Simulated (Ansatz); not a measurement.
InP (started from an entry of an open crystallographic database) was relaxed with 4 functionals in Ansatz, cell and atoms free, the symmetry of the start kept (meshes: PBE 8×8×8, r2SCAN 6×6×6, PBEsol 6×6×6, LDA 6×6×6). (Simulation; spin polarisation is off.)

The r2SCAN result:
```cif
data_structure
_symmetry_space_group_name_H-M 'F-43m'
_symmetry_Int_Tables_number 216
_cell_length_a 5.9076
_cell_length_b 5.9076
_cell_length_c 5.9076
_cell_angle_alpha 90.000
_cell_angle_beta 90.000
_cell_angle_gamma 90.000
_cell_volume 206.18
loop_
_atom_site_label
_atom_site_type_symbol
_atom_site_symmetry_multiplicity
_atom_site_Wyckoff_symbol
_atom_site_fract_x
_atom_site_fract_y
_atom_site_fract_z
_atom_site_occupancy
In1 In 4 a 0.00000 0.00000 0.00000 1
P1 P 4 d 0.25000 0.25000 0.75000 1
```

It is cubic, F-43m (No. 216); a = 5.908 Å in the conventional setting, 25.77 Å³ an atom. Around In lie 4 P at 2.56 Å; around P lie 4 In at 2.56 Å.

(1) Order the functionals by the relaxed volume, smallest first.
A. r2SCAN
B. LDA
C. PBE
D. PBEsol

(2) How does the cell change with LDA?

(3) What lattice does PBE give?

(4) Held at the r2SCAN cell, what mean stress do LDA and PBE find, and does its sign point to their own minimum?

Answers

(1) B (24.73 Å³/atom), D (25.39 Å³/atom), A (25.77 Å³/atom), C (26.46 Å³/atom).

(2) a = 5.827 Å; the volume differs by -4.0 % from r2SCAN's. Around In lie 4 P at 2.52 Å; around P lie 4 In at 2.52 Å.

(3) a = 5.960 Å; the volume differs by +2.7 % from r2SCAN's. In is surrounded by 4 P at 2.58 Å; P is surrounded by 4 In at 2.58 Å.

(4) Yes. LDA -2.68 GPa, and its relaxed volume is -4.0 % from r2SCAN's; PBE +1.65 GPa, and its relaxed volume is +2.7 % from r2SCAN's. Compression counts positive, so a positive stress asks for a larger cell.
